Stretching ZnO along its hexagonal axis narrows the band gap, yet stretching it in the basal plane widens the gap slightly. Both strains enlarge the volume, so volume alone cannot explain the result. What decides is how volume and shape act together: in-plane tension makes the crystal shorter along the axis, and this flattening opens the gap by more than the added volume closes it.

Wurtzite ZnO (4 atoms in the cell) under strain, calculated with Ansatz 0.2.0: PBEsol, plane-wave PAW, scalar-relativistic, no spin polarisation, cutoff 420 eV, Gaussian smearing of 0.02 eV. Atoms are relaxed in every row, along with whatever the cell freedom leaves free. Strains and changes are relative to the relaxed unstrained cell, with a = 3.231 Å and c = 5.214 Å.

| strain kind | strain (%) | k mesh | cell freedom | volume change (%) | a change (%) | c change (%) | band gap (eV) |
| --- | --- | --- | --- | --- | --- | --- | --- |
| biaxial ab | -4 | 9×9×6 | length and tilt of c free | -4.28 | -4.00 | 3.87 | 0.633 |
| biaxial ab | -2 | 9×9×6 | length and tilt of c free | -2.07 | -2.00 | 1.97 | 0.672 |
| biaxial ab | 2 | 9×9×6 | length and tilt of c free | 1.86 | 2.00 | -2.10 | 0.723 |
| biaxial ab | 4 | 9×9×6 | length and tilt of c free | 3.38 | 4.00 | -4.42 | 0.731 |
| biaxial ab | 6 | 9×9×6 | length and tilt of c free | 3.95 | 6.00 | -7.49 | 0.748 |
| clamped c | -6 | 12×12×6 | cell held, only c stretched | -6.00 | 0.00 | -6.00 | 0.857 |
| clamped c | -4 | 12×12×6 | cell held, only c stretched | -4.00 | 0.00 | -4.00 | 0.807 |
| clamped c | -2 | 12×12×6 | cell held, only c stretched | -2.00 | 0.00 | -2.00 | 0.757 |
| clamped c | 2 | 12×12×6 | cell held, only c stretched | 2.00 | 0.00 | 2.00 | 0.648 |
| clamped c | 4 | 12×12×6 | cell held, only c stretched | 4.00 | 0.00 | 4.00 | 0.586 |
| clamped c | 6 | 12×12×6 | cell held, only c stretched | 6.00 | 0.00 | 6.00 | 0.519 |
| uniaxial c | -6 | 12×12×6 | lengths a and b free, angles held | -2.04 | 2.08 | -6.00 | 0.815 |
| uniaxial c | -4 | 12×12×6 | lengths a and b free, angles held | -1.36 | 1.36 | -4.00 | 0.782 |
| uniaxial c | -2 | 12×12×6 | lengths a and b free, angles held | -0.70 | 0.66 | -2.00 | 0.745 |
| uniaxial c | 2 | 12×12×6 | lengths a and b free, angles held | 0.63 | -0.67 | 2.00 | 0.656 |
| uniaxial c | 4 | 12×12×6 | lengths a and b free, angles held | 1.30 | -1.31 | 4.00 | 0.598 |
| uniaxial c | 6 | 12×12×6 | lengths a and b free, angles held | 1.98 | -1.91 | 6.00 | 0.529 |

Here $a$ is the lattice length in the basal plane and $c$ the length along the hexagonal axis. In the biaxial rows $a$ is imposed and $c$ relaxes; in the uniaxial rows $c$ is imposed and $a$ relaxes; in the clamped rows $a$ stays fixed. Two cells compressed by about 4 % in volume show how much this matters. Squeezed along $c$ with $a$ held, the crystal has a gap 103 meV above the unstrained 0.704 eV; squeezed in the plane with $c$ free, it has one 71 meV below.

**Two steps to every strained cell**

The atoms are relaxed in every row, so the gap may be treated as a function of $a$ and $c$ alone. Any strained cell can then be reached in two steps: first change $c$ with $a$ held, as in the clamped rows, then change $a$ with $c$ held. Taken singly, lengthening either axis closes the gap. The biaxial rows run the other way because $c$ shrinks while $a$ grows, and the gain from the shorter $c$ exceeds the loss from the longer $a$.

The rows at ±2 % turn this into an estimate. With $a$ held, the gap changes by $s_c=-27.25$ meV per % of $c$. In the biaxial series it changes by +12.75 meV per % of $a$, while $c$ contracts by 1.02 %. The slope with $a$ at fixed $c$ is therefore

$$s_a = 12.75 - 27.25\times 1.02 \approx -15.0\ \text{meV per \%}.$$

In the uniaxial series $a$ contracts by 0.33 % for each per cent of stretch along $c$, which gives

$$-27.25 + 15.0\times 0.33 \approx -22.3\ \text{meV per \%}.$$

The uniaxial gaps, which did not enter the estimate, give the same slope to within the rounding of a few tenths. Any gap that varies smoothly with $a$ and $c$ must do so for small strains, so the agreement shows only that ±2 % is small enough and that the series, run with different k meshes, fit together. It does not test the orbital picture that follows.

**Why volume closes the gap**

The conduction edge of ZnO is an antibonding combination of zinc 4s and oxygen 2s orbitals. Shorter bonds push such a state up steeply, while the valence edge, mainly oxygen 2p, moves less. Expansion therefore narrows the gap and compression widens it. If all lengths grow by 1 %, the two slopes add to −42.2 meV; since the volume then grows by 3 %, this is about −14 meV per % of volume.

**Why shape matters as much**

Part of the answer lies in the oxygen p states, which have directions: p$_x$ and p$_y$ lie in the basal plane, p$_z$ along the axis. In tetrahedral semiconductors, a cell made longer and narrower usually has its p$_x$,p$_y$ pair raised relative to p$_z$. If that pair forms the valence edge, elongation lifts the edge and narrows the gap, and flattening does the reverse. That the pair lies on top in unstrained ZnO is assumed here; the gaps agree with it but do not identify the orbitals.

The conduction edge seems to take part as well. The clamped cell at +2 % and the uniaxial cell at +6 % have nearly the same volume, so their band edges can be set side by side on the program's energy scale, whose zero is tied to the mean electrostatic potential. An infinite crystal has no absolute zero of energy, so the division between the two edges depends on this choice, while the gap does not. On this scale, in the longer, narrower cell the valence edge lies 30 meV higher, as expected for the pair, but the conduction edge lies 89 meV lower. Hexagonal symmetry allows the s-like conduction state to mix with p$_z$, so it need not respond to volume alone.

The slopes show how large the shape effect is. Stretching $c$ by 1 % adds 1 % of volume, worth −14 meV; the remaining −13 meV comes from the larger ratio $c/a$. Stretching $a$ by 1 % adds 2 % of volume, worth −28 meV, but lowers $c/a$ and so regains 13 meV. Volume and shape thus work together along the axis and against each other in the plane.

The biaxial series now makes sense. For each per cent of in-plane stretch, the volume grows by only about 1 %, because $c$ contracts, while $c/a$ falls by about 2 %. The volume takes away some 14 meV and the shape gives back some 27 meV, which leaves the small rise of 13 meV. A reader can treat any other small strain that keeps the hexagonal symmetry in the same way, by asking first what happens to the volume and then what happens to $c/a$.

A film held in its basal plane by the substrate and free to relax along $c$ corresponds to the biaxial rows. A mismatch of 2 % raises the gap by 19 meV in tension and lowers it by 32 meV in compression. These small shifts are what remains when a volume effect works against a shape effect about twice as large. Their sign would turn if the true shape effect were less than about half of what PBEsol gives, and these rows cannot rule that out. A hybrid functional would be a sensible check, because PBEsol gives a gap far below the measured one of roughly 3.4 eV and places the zinc 3d levels too close to the valence edge.

**Where the straight lines bend**

The slopes hold only for small strains. At +4 % biaxial strain they predict a rise of $-15.0\times4.00+27.25\times4.42\approx60$ meV, but the calculation gives 27 meV. Most of the shortfall comes from the step in $a$: within each series, the shorter $c$ is, the more a stretch of $a$ costs. One per cent of $a$ closes the gap by about 5 meV in the most elongated uniaxial cell, but by about 22 meV in the biaxial cell at +4 %.

The biaxial gap therefore levels off, rising by only 8 meV between +2 and +4 %. Between +4 and +6 % it picks up again and rises by 17 meV. The structure changes its behaviour in the same interval: $c$ shrinks by 3.07 points instead of 2.32, and the volume hardly grows. From one interval to the next, the gain from the shorter $c$ grows from 58 to 77 meV, while the loss from the longer $a$ grows only from 50 to 60 meV, although the last division relies on extending the clamped rows beyond their last point.

The crystal also softens there. The in-plane tension grows by 2.4 GPa in the last interval, after 3.6 GPa in the one before. Under strong in-plane tension, wurtzite ZnO is expected to approach a flat, layered arrangement in which zinc and oxygen share one plane. The rapid contraction along $c$ fits a first move in that direction, but the cell at +6 % still has the wurtzite symmetry and is not flat.

Why does a stretch of $a$ close the gap more strongly when $c$ is short? The shape effect weakens as the crystal flattens. Between the two elongated cells compared earlier, $c/a$ differs by about 6 % and the gap by 119 meV. The clamped cell at -2 % and the uniaxial cell at -6 % are both flattened, again with nearly equal volumes and a difference of about 6 % in $c/a$, yet their gaps differ by only 58 meV. Flattening thus makes up for less of the loss when $a$ grows. On the energy scale used above, the weakening lies in the conduction edge, which differs by 89 meV in the first pair but by only 13 meV in the second. The valence edge still falls, by 46 meV between the flattened cells, which gives no sign there of p$_z$ taking over. What holds the conduction edge back remains open; the shift of the atoms inside the cell is one candidate. The two-step division of every row is printed below.

Output of the analysis:

```
Gap change from the unstrained cell in two steps:
         row  strain in %  from c in meV  from a at held c in meV  total in meV  a part per % of a in meV
  biaxial ab           -4           -114                    42.97           -71                    -10.74
  biaxial ab           -2         -55.18                    23.18           -32                    -11.59
  biaxial ab            2           55.5                    -36.5            19                    -18.25
  biaxial ab            4          113.5                    -86.5            27                    -21.63
  biaxial ab            6          190.3                   -146.2            44                    -24.38
   clamped c           -6            153                        0           153                         0
   clamped c           -4            103                        0           103                         0
   clamped c           -2             53                        0            53                         0
   clamped c            2            -56                        0           -56                         0
   clamped c            4           -118                        0          -118                         0
   clamped c            6           -185                        0          -185                         0
  uniaxial c           -6            153                      -42           111                    -20.19
  uniaxial c           -4            103                      -25            78                    -18.38
  uniaxial c           -2             53                      -12            41                    -18.18
  uniaxial c            2            -56                        8           -48                    -11.94
  uniaxial c            4           -118                       12          -106                     -9.16
  uniaxial c            6           -185                       10          -175                    -5.236
clamped gap interpolated to zero strain from the rows at 2 and 4 %, eV: 0.7045
gap of clamped -4 % less gap of biaxial -4 %, meV: 174
slope with c at held a, meV per %: -27.25
slope of the biaxial series with c free, meV per %: 12.75
slope with a at held c from the biaxial rows, meV per %: -14.98
uniaxial slope predicted from these two, meV per %: -22.27
uniaxial slope computed, meV per %: -22.25
effect of c over effect of a for the same small volume change, ratio: 3.639
slope when all lengths grow alike, meV per % of length: -42.23
biaxial gap step from +2 to +4 %, meV: 8
biaxial gap step from +4 to +6 %, meV: 17
change of c from biaxial +2 to +4 %, points: -2.32
change of c from biaxial +4 to +6 %, points: -3.07
c part of the gap step from +2 to +4 %, meV: 58
c part of the gap step from +4 to +6 % (extrapolated), meV: 76.75
a part of the gap step from +2 to +4 %, meV: -50
a part of the gap step from +4 to +6 % (extrapolated), meV: -59.75
in-plane tension gained from biaxial +2 to +4 %, GPa: 3.588
in-plane tension gained from biaxial +4 to +6 %, GPa: 2.421
```
